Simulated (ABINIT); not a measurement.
# Rh (Fm-3m) in ABINIT: settings compared

The runs below take Rh through equation of state, band structure, with BLYP+D2, revPBE, RPBE, revPBE+D3(BJ), LDA-PZ.

Everything below comes from runs of ABINIT 10.8.3 (patched build). Logs are shortened: lines on timing, memory, paths and dates and some standing lists are left out, and cuts for length are marked. The log counts tension as positive stress, the text compression.

**Measured values to compare with.**

“Thermal equation of state of rhodium characterized by XRD in a resistively heated diamond anvil cell”, 2024, pmc:11535440 quotes, for a bulk crystal of Rh: bulk modulus 264 ± 1 GPa.

The runs below are set against these values where they give the same quantity.

### 1 Starting point

It takes space group Fm-3m (No. 225, cubic). Conventional cell: a = 3.796 Å, b = 3.796 Å, c = 3.796 Å, α = 90.00°, β = 90.00°, γ = 90.00°. Around Rh (site symmetry m-3m) lie 12 Rh at 2.68 Å.

### 2 Equation of state, BLYP+D2

run.abi reads:

```
# Datasets: one volume each
ndtset 7
getwfk -1
scalecart1 3*0.9795861087
scalecart2 3*0.9864848297
scalecart3 3*0.9932883884
scalecart4 3*1.0000000000
scalecart5 3*1.0066227096
scalecart6 3*1.0131594038
scalecart7 3*1.0196128224

# Pseudopotentials
pp_dirpath "./"
pseudos "Rh.GGA_PBE-JTH.xml"

# Structure
acell 3*1.0 Angstrom
rprim
     0.0000000000     1.8978500000     1.8978500000
     1.8978500000     0.0000000000     1.8978500000
     1.8978500000     1.8978500000     0.0000000000
ntypat 1
znucl 45
natom 1
typat 1
xred
     0.0000000000     0.0000000000     0.0000000000

# Plane-wave basis
ecut 16.0
pawecutdg 32.0

# k points
kptopt 1
ngkpt 12 12 12
nshiftk 1
shiftk 0.0 0.0 0.0

# Exchange and correlation
ixc -106131
vdw_xc 5

# Bands and occupations
nband 13
occopt 3
tsmear 0.05 eV

# SCF cycle
nstep 100
tolvrs 1.0e-9

# Output
iomode 3
prtwf 1
prtden 0
prteig 0
prtebands 0
enunit 2
```

Potentials or basis: JTH PAW PBE v2.0.

On the command line:

```sh
abinit run.abi > log 2>&1
```

run.abo:

```text
.Version 10.8.3 of ABINIT
 DATASET    1 : space group Fm -3 m (#225); Bravais cF (face-center cubic)
================================================================================
 Values of the parameters that define the memory need for DATASET  1.
     intxc =       0    ionmov =       0      iscf =      17    lmnmax =      18
     lnmax =       6     mgfft =      18  mpssoang =       3    mqgrid =    3001
     natom =       1  nloc_mem =       2    nspden =       1   nspinor =       1
    nsppol =       1      nsym =      48    n1xccc =       1    ntypat =       1
    occopt =       3   xclevel =       2
       mpw =         275          nfft =        5832          nkpt =          72
 PAW method is used; the additional fine FFT grid is defined by:
   mgfftf=        27    nfftf =     19683
================================================================================
================================================================================
[... 71 lines left out ...]
 DATASET    7 : space group Fm -3 m (#225); Bravais cF (face-center cubic)
================================================================================
 Values of the parameters that define the memory need for DATASET  7.
     intxc =       0    ionmov =       0      iscf =      17    lmnmax =      18
     lnmax =       6     mgfft =      20  mpssoang =       3    mqgrid =    3001
     natom =       1  nloc_mem =       2    nspden =       1   nspinor =       1
    nsppol =       1      nsym =      48    n1xccc =       1    ntypat =       1
    occopt =       3   xclevel =       2
       mpw =         310          nfft =        8000          nkpt =          72
 PAW method is used; the additional fine FFT grid is defined by:
   mgfftf=        30    nfftf =     27000
================================================================================
================================================================================

--------------------------------------------------------------------------------
------------- Echo of variables that govern the present computation ------------
--------------------------------------------------------------------------------
 -outvars: echo values of preprocessed input variables --------
            acell      1.8897261259E+00  1.8897261259E+00  1.8897261259E+00 Bohr
              amu      1.02905500E+02
             ecut      1.60000000E+01 Hartree
           enunit           2
           getwfk          -1
                       outvar_i_n : Printing only first  50 k-points.
              ixc     -106131
           jdtset        1    2    3    4    5    6    7
                       outvar_i_n : Printing only first  50 k-points.
         kptrlatt       12    0    0      0   12    0      0    0   12
          kptrlen1     5.96210490E+01
          kptrlen2     6.00409294E+01
          kptrlen3     6.04550179E+01
          kptrlen4     6.08635101E+01
          kptrlen5     6.12665915E+01
          kptrlen6     6.16644376E+01
          kptrlen7     6.20572153E+01
            natom           1
            nband          13
           ndtset           7
            ngfft1         18      18      18
            ngfft2         18      18      18
            ngfft3         20      20      20
            ngfft4         20      20      20
            ngfft5         20      20      20
            ngfft6         20      20      20
            ngfft7         20      20      20
          ngfftdg1         27      27      27
          ngfftdg2         27      27      27
          ngfftdg3         27      27      27
          ngfftdg4         27      27      27
          ngfftdg5         27      27      27
          ngfftdg6         30      30      30
          ngfftdg7         30      30      30
             nkpt          72
            nstep         100
             nsym          48
           ntypat           1
                       prtocc : prtvol=0, do not print more k-points.
           occopt           3
        pawecutdg      3.20000000E+01 Hartree
         pawxcdev           0
           prtden           0
        prtebands           0
           prteig           0
            rprim1     0.0000000000E+00  1.8591074964E+00  1.8591074964E+00
                       1.8591074964E+00  0.0000000000E+00  1.8591074964E+00
                       1.8591074964E+00  1.8591074964E+00  0.0000000000E+00
            rprim2     0.0000000000E+00  1.8722002340E+00  1.8722002340E+00
                       1.8722002340E+00  0.0000000000E+00  1.8722002340E+00
                       1.8722002340E+00  1.8722002340E+00  0.0000000000E+00
            rprim3     0.0000000000E+00  1.8851123679E+00  1.8851123679E+00
                       1.8851123679E+00  0.0000000000E+00  1.8851123679E+00
                       1.8851123679E+00  1.8851123679E+00  0.0000000000E+00
            rprim4     0.0000000000E+00  1.8978500000E+00  1.8978500000E+00
                       1.8978500000E+00  0.0000000000E+00  1.8978500000E+00
                       1.8978500000E+00  1.8978500000E+00  0.0000000000E+00
            rprim5     0.0000000000E+00  1.9104189094E+00  1.9104189094E+00
                       1.9104189094E+00  0.0000000000E+00  1.9104189094E+00
                       1.9104189094E+00  1.9104189094E+00  0.0000000000E+00
            rprim6     0.0000000000E+00  1.9228245745E+00  1.9228245745E+00
                       1.9228245745E+00  0.0000000000E+00  1.9228245745E+00
                       1.9228245745E+00  1.9228245745E+00  0.0000000000E+00
            rprim7     0.0000000000E+00  1.9350721950E+00  1.9350721950E+00
                       1.9350721950E+00  0.0000000000E+00  1.9350721950E+00
                       1.9350721950E+00  1.9350721950E+00  0.0000000000E+00
          spgroup         225
           tolvrs      1.00000000E-09
           tsmear      1.83746611E-03 Hartree
            typat      1
           useylm           1
           vdw_xc           5
                       outvars : Printing only first  50 k-points.
            znucl       45.00000

================================================================================

 chkinp: Checking input parameters for consistency, jdtset=   1.

 chkinp: Checking input parameters for consistency, jdtset=   2.
[... 36 lines left out ...]
 getcut: wavevector=  0.0000  0.0000  0.0000  ngfft=  27  27  27
         ecut(hartree)=     32.000   => boxcut(ratio)=   2.05805

--- Pseudopotential description ------------------------------------------------
- pspini: atom type   1  psp file is ./Rh.GGA_PBE-JTH.xml
 Pseudopotential format is: paw10
 basis_size (lnmax)=  6 (lmn_size= 18), orbitals=   0   0   1   1   2   2
 Spheres core radius: rc_sph= 2.21251062
 Shapefunction is SIN type: shapef(r)=[sin(pi*r/rshp)/(pi*r/rshp)]**2
 Radius for shape functions =  2.00372819
 Compensation charge density is not taken into account in XC energy/potential

   3.74318991E+02                                ecore*ucvol(ha*bohr**3)
--------------------------------------------------------------------------------

[... 354 lines left out ...]
 getcut: wavevector=  0.0000  0.0000  0.0000  ngfft=  20  20  20
         ecut(hartree)=     16.000   => boxcut(ratio)=   2.20472

 getcut : COMMENT -
  Note that boxcut > 2.2 ; recall that boxcut=Gcut(box)/Gcut(sphere) = 2
  is sufficient for exact treatment of convolution.
  Such a large boxcut is a waste : you could raise ecut
  e.g. ecut=   19.443191 Hartrees makes boxcut=2

 Fine grid specifications (used for densities):

 getcut: wavevector=  0.0000  0.0000  0.0000  ngfft=  27  27  27
         ecut(hartree)=     32.000   => boxcut(ratio)=   2.02966
--------------------------------------------------------------------------------
[... 540 lines left out ...]
 getcut: wavevector=  0.0000  0.0000  0.0000  ngfft=  30  30  30
         ecut(hartree)=     32.000   => boxcut(ratio)=   2.29514

 getcut : COMMENT -
  Note that boxcut > 2.2 ; recall that boxcut=Gcut(box)/Gcut(sphere) = 2
  is sufficient for exact treatment of convolution.
  Such a large boxcut is a waste : you could raise ecut
  e.g. ecut=   42.141427 Hartrees makes boxcut=2

--------------------------------------------------------------------------------

-inwffil : will read wavefunctions from disk file runo_DS5_WFK.nc

================================================================================
[... 174 lines left out ...]
 getcut: wavevector=  0.0000  0.0000  0.0000  ngfft=  30  30  30
         ecut(hartree)=     32.000   => boxcut(ratio)=   2.28062

 getcut : COMMENT -
  Note that boxcut > 2.2 ; recall that boxcut=Gcut(box)/Gcut(sphere) = 2
  is sufficient for exact treatment of convolution.
  Such a large boxcut is a waste : you could raise ecut
  e.g. ecut=   41.609665 Hartrees makes boxcut=2

--------------------------------------------------------------------------------

-inwffil : will read wavefunctions from disk file runo_DS6_WFK.nc

================================================================================
[... 141 lines left out ...]
-Cartesian components of stress tensor (GPa)         [Pressure= -8.3648E+00 GPa]
- sigma(1 1)=  8.36479355E+00  sigma(3 2)=  0.00000000E+00
- sigma(2 2)=  8.36479355E+00  sigma(3 1)=  0.00000000E+00
- sigma(3 3)=  8.36479355E+00  sigma(2 1)=  0.00000000E+00

== END DATASET(S) ==============================================================
================================================================================

 -outvars: echo values of variables after computation  --------
            acell      1.8897261259E+00  1.8897261259E+00  1.8897261259E+00 Bohr
           etotal1    -1.1139151287E+02
           etotal2    -1.1139273587E+02
           etotal3    -1.1139353180E+02
           etotal4    -1.1139397015E+02
           etotal5    -1.1139410463E+02
           etotal6    -1.1139400570E+02
           etotal7    -1.1139361733E+02
            fcart1    -0.0000000000E+00 -0.0000000000E+00 -0.0000000000E+00
            fcart2    -0.0000000000E+00 -0.0000000000E+00 -0.0000000000E+00
            fcart3    -0.0000000000E+00 -0.0000000000E+00 -0.0000000000E+00
            fcart4    -0.0000000000E+00 -0.0000000000E+00 -0.0000000000E+00
            fcart5    -0.0000000000E+00 -0.0000000000E+00 -0.0000000000E+00
            fcart6    -0.0000000000E+00 -0.0000000000E+00 -0.0000000000E+00
            fcart7    -0.0000000000E+00 -0.0000000000E+00 -0.0000000000E+00
            rprim1     0.0000000000E+00  1.8591074964E+00  1.8591074964E+00
                       1.8591074964E+00  0.0000000000E+00  1.8591074964E+00
                       1.8591074964E+00  1.8591074964E+00  0.0000000000E+00
[... 17 lines left out ...]
                       1.9350721950E+00  1.9350721950E+00  0.0000000000E+00
           strten1    -7.7286886721E-04 -7.7286886721E-04 -7.7286886721E-04
                       0.0000000000E+00  0.0000000000E+00  0.0000000000E+00
           strten2    -5.2233080894E-04 -5.2233080894E-04 -5.2233080894E-04
                       0.0000000000E+00  0.0000000000E+00  0.0000000000E+00
           strten3    -3.1266460340E-04 -3.1266460340E-04 -3.1266460340E-04
                       0.0000000000E+00  0.0000000000E+00  0.0000000000E+00
           strten4    -1.3685806490E-04 -1.3685806490E-04 -1.3685806490E-04
                       0.0000000000E+00  0.0000000000E+00  0.0000000000E+00
           strten5     1.6472008906E-05  1.6472008906E-05  1.6472008906E-05
                       0.0000000000E+00  0.0000000000E+00  0.0000000000E+00
           strten6     1.6103372397E-04  1.6103372397E-04  1.6103372397E-04
                       0.0000000000E+00  0.0000000000E+00  0.0000000000E+00
           strten7     2.8431355389E-04  2.8431355389E-04  2.8431355389E-04
                       0.0000000000E+00  0.0000000000E+00  0.0000000000E+00
 Calculation completed.
```

Wall time 59 s (1 thread of Arm Neoverse V1, shared host); peak memory 0.13 GiB.

Results:

* Equilibrium volume: 13.94 Å³/atom
* Bulk modulus: 217 GPa
* Pressure derivative of the bulk modulus: 6.3 (rough: it moves with the points fitted)

Energy against volume, from the lowest point:
```csv
volume (Å³/atom),energy (meV/atom)
12.851,70.53
13.125,37.25
13.398,15.59
13.671,3.66
13.945,0.00
14.218,2.69
14.492,13.26
```

Caveat: pressures at fixed basis lie under the slope of the energies; the PAW data sets were made with another functional, which shifts forces and pressure a little.

(Continued in part 2 of 3.)
